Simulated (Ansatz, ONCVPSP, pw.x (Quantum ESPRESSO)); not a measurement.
# From atom to crystal: ONCV potential for B

* Element: B (Z = 5)
* Generator: ONCVPSP 4.0.1.1 (patched build)
* Type: optimised norm-conserving Vanderbilt (ONCV)
* Functional: PBE
* Relativity: scalar-relativistic
* Frozen core: [He]
* Valence charge: 3
* Reference configuration: 2s2 2p1
* Partial waves: 2s: rc 1.55 bohr, ncon 5, nbas 8, qcut 3.7 1/bohr, 2 projectors, debl 2.3 Ha; 2p: rc 3.10 bohr, ncon 5, nbas 8, qcut 5.6 1/bohr, 1 projector; d scattering state at 0.36 Ha: rc 3.10 bohr, ncon 4, nbas 8, qcut 2.8 1/bohr, 3 projectors, debl 2.8 Ha
* Local potential: polynomial inside 1.32 bohr (lpopt 5, dvloc0 3 Ha)
* Core correction: none

Atomic tests: cutoffs needed: 26 Ha and 60 Ha (the cutoffs (Ha) at which the residual kinetic energy of the hardest occupied pseudo-wave falls to 1 and 0.1 mHa per electron); ghost test: no bound ghost flagged; GHOST(+) flags only above 600 eV; largest excitation error: +204 meV (all-electron minus pseudo) for 2s1 2p0, out of 4 test configurations.

Crystal test: fcc B in pw.x 7.5, no spin, 18³ k-points, Fermi–Dirac smearing 0.01 Ry, cutoffs 140/560 Ry. The lattice is a test structure that the element need not adopt, and mesh and smearing are coarse.

pw.x input:

```
&control
  calculation='scf', prefix='x', pseudo_dir='./', outdir='./tmp', tstress=.true., disk_io='none'
/
&system
  ibrav=0, nat=1, ntyp=1, ecutwfc=140, ecutrho=560, nbnd=8,
  occupations='smearing', smearing='fd', degauss=0.01
/
&electrons
  conv_thr=1e-09, mixing_beta=0.4, electron_maxstep=70
/
ATOMIC_SPECIES
B 1.0 B.UPF
CELL_PARAMETERS angstrom
  0.00000000 1.43403007 1.43403007
  1.43403007 0.00000000 1.43403007
  1.43403007 1.43403007 0.00000000
ATOMIC_POSITIONS crystal
B 0.0000 0.0000 0.0000
K_POINTS automatic
18 18 18 0 0 0
```

```bash
pw.x < B.scf.in > B.scf.out
```

Q: How does the run end?

A: It converges; the pressure is -34.91 GPa against -0.40 GPa from all-electron LAPW. The largest radius (3.10 bohr) exceeds half the bond length (1.92 bohr), so the spheres overlap, which is one possible source of error among others. This is a poor potential for the solid. The log shows:

```
Message from routine setup:
     using ibrav=0 with symmetry is DISCOURAGED, use correct ibrav instead
     lattice parameter (alat)  =       3.8324  a.u.
     unit-cell volume          =      39.8017 (a.u.)^3
     number of electrons       =         3.00
     number of Kohn-Sham states=            8
     kinetic-energy cutoff     =     140.0000  Ry
     charge density cutoff     =     560.0000  Ry
     scf convergence threshold =      1.0E-09
     Exchange-correlation= PBE
     number of k points=   195  Fermi-Dirac smearing, width (Ry)=  0.0100
     iteration #  1     ecut=   140.00 Ry     beta= 0.40
     total energy              =      -5.58531920 Ry
     estimated scf accuracy    <       0.00212552 Ry
     iteration #  2     ecut=   140.00 Ry     beta= 0.40
     total energy              =      -5.58578555 Ry
     estimated scf accuracy    <       0.00075687 Ry
     iteration #  3     ecut=   140.00 Ry     beta= 0.40
     total energy              =      -5.58581195 Ry
     estimated scf accuracy    <       0.00000054 Ry
     iteration #  4     ecut=   140.00 Ry     beta= 0.40
     total energy              =      -5.58581277 Ry
     estimated scf accuracy    <       0.00000008 Ry
     iteration #  5     ecut=   140.00 Ry     beta= 0.40
     the Fermi energy is    14.1965 ev
!    total energy              =      -5.58581278 Ry
     estimated scf accuracy    <          1.5E-10 Ry
     smearing contrib. (-TS)   =      -0.00097880 Ry
     The total energy is F=E-TS. E is the sum of the following terms:
     one-electron contribution =       4.20926086 Ry
     hartree contribution      =       0.01477323 Ry
     xc contribution           =      -2.19541520 Ry
     ewald contribution        =      -7.61345288 Ry
     convergence has been achieved in   5 iterations
          total   stress  (Ry/bohr**3)                   (kbar)     P=     -349.08
     Message from routine punch:
     Nothing written, as per user request (disk_io='none')
```
